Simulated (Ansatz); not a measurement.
## Density of states of Fe

```
Fe
1.0
     2.36784    0.00000    0.00000
     0.00000    2.36784    0.00000
     0.00000    0.00000    2.36784
Fe
1
Direct
  0.00000 0.00000 0.00000
```

The structure comes from a relaxation in the same program, started in the sc type, and has space group Pm-3m. Whether it is a known phase or the ground state wasn't checked.

The magnetic state is the one reached from the start moments; no search over orders was made, so it needn't be the ground state.

All numbers below come from DFT, PBE, all-electron LAPW, scalar-relativistic (Ansatz 0.2.0).

Numerical set-up: a Γ-centred 18×18×18 k mesh, Fermi–Dirac smearing of 0.03 eV, basis error target 0.5 meV/atom, spin-polarised from start moments Fe 3 μB, ending with a cell moment of 2.35 μB.

Which of the resolved shells contributes most within 0.3 eV of the Fermi level?

Fe 3d, with 86 % of all states there; Fe 4s follows with 8 %.

Where is the centre of the filled Fe 3d states between -14 eV and the top of the filled states?

-2.01 eV from the Fermi level.

Tabulate the density of states.

States per eV and cell, averaged over 0.4 eV, from -5.8 to 4.0 eV, with energies (bin centres) from the Fermi level; empty bins are left out. The partial columns, the largest 2 alone, are projections on Löwdin-orthogonalised atomic shells (those that the program's projection atoms carry: the occupied ones and, for some elements, an empty d or f shell; other empty shells have no column), summed over atoms of an element and both spins. Weights on diffuse s and p shells depend on that basis and aren't pure angular character.
```csv
E (eV),spin-up,spin-down,Fe 3d,Fe 4s
-5.7,0.08,0.06,0.01,0.13
-5.3,0.10,0.08,0.02,0.15
-4.9,0.21,0.09,0.11,0.18
-4.5,0.58,0.10,0.44,0.22
-4.1,1.06,0.12,0.89,0.26
-3.7,0.57,0.15,0.55,0.15
-3.3,1.21,0.20,1.24,0.14
-2.9,1.28,0.53,1.59,0.19
-2.5,1.31,0.66,1.75,0.14
-2.1,0.86,0.71,1.49,0.04
-1.7,1.58,1.16,2.65,0.05
-1.3,1.19,1.05,2.07,0.07
-0.9,1.62,0.87,2.34,0.09
-0.5,0.80,0.78,1.44,0.09
-0.1,0.39,0.39,0.67,0.07
0.3,0.36,0.68,0.92,0.07
0.7,0.32,0.70,0.89,0.07
1.1,0.13,1.15,1.13,0.09
1.5,0.12,1.48,1.43,0.09
1.9,0.11,1.34,1.26,0.11
2.3,0.10,1.07,1.00,0.10
2.7,0.10,0.37,0.29,0.10
3.1,0.09,0.15,0.06,0.09
3.5,0.09,0.13,0.04,0.08
3.9,0.08,0.12,0.03,0.07
```
